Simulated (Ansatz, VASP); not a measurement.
**One calculation of Te2Mo, two programs**

File INCAR:

```
SYSTEM = Te2Mo
PREC = Accurate ; ENCUT = 520
EDIFF = 1E-6 ; ISMEAR = 0
SIGMA = 0.02 ; LREAL = .FALSE.
LASPH = .TRUE. ; NELM = 100
ALGO = Normal ; ISIF = 2
LWAVE = .FALSE. ; LCHARG = .FALSE.
LDIPOL = .TRUE. ; IDIPOL = 3
DIPOL = 0.5 0.5 0.500 ; GGA = PE
IVDW = 12 ; NBANDS = 20
```

KPOINTS

```
Automatic mesh
0
G
  9 9 1
  0 0 0
```

Contents of POSCAR:

```
Te2Mo
1.0
    3.7840000000      0.0000000000      0.0000000000
   -1.8920000000      3.2770401279      0.0000000000
    0.0000000000      0.0000000000     33.2698832047
Te Mo
2 1
Direct
    0.3333333333      0.6666666667      0.4397052287
    0.3333333333      0.6666666667      0.5602947713
    0.6666666667      0.3333333333      0.5000000000
```

Input for Ansatz:

```yaml
crystal:
  lattice:
    - [3.784, 0.0, 0.0]
    - [-1.892, 3.2770401279, 0.0]
    - [0.0, 0.0, 33.2698832047]
  atoms:
    - { symbol: Te, position: [0.3333333333, 0.6666666667, 0.4397052287] }
    - { symbol: Mo, position: [0.6666666667, 0.3333333333, 0.5] }
    - { symbol: Te, position: [0.3333333333, 0.6666666667, 0.5602947713] }
  periodic: [true, true, false]
basis:
  ecutwfc: 420
kpoints:
  mp_grid: { grid: [9, 9, 1] }
hamiltonian:
  xc: pbe
  pseudopotentials: { kind: paw, azcp: { folder: soft_1 } }
  dispersion: d3bj
scf:
  occupations: { method: gaussian, width: 0.02 }
output:
  forces: true
  stress: true
  eigenvalues: true
```

Alike in both runs: task single point; functional PBE; dispersion D3(BJ); k mesh 9 × 9 × 1; occupations gaussian, width 0.02 eV; no spin polarisation.

|  | VASP | Ansatz |
| --- | --- | --- |
| version | VASP 6.6.1 | Ansatz 0.2.0 |
| potentials or method | VASP PAW PBE potentials, release 64 (Te, Mo_sv) | scalar-relativistic, plane waves, PAW |
| plane-wave cutoff (eV) | 520 | 420 |
| valence electrons in the cell | 26 | 46 |

```csv
,VASP,Ansatz,Ansatz less VASP
gap on the k mesh at the Fermi level (eV),0.84,0.84,0.000
least direct gap on the mesh (eV),0.84,0.84,0.000
rms of the force components (eV/Å),1.209,1.212,+0.0023
```

The two sets of potentials don't hold the same shells in valence.

Caveats: spin-orbit coupling is left out, which moves the levels of the heavy elements. Expect the measured gap to be larger: semilocal functionals such as PBE lack the derivative discontinuity.
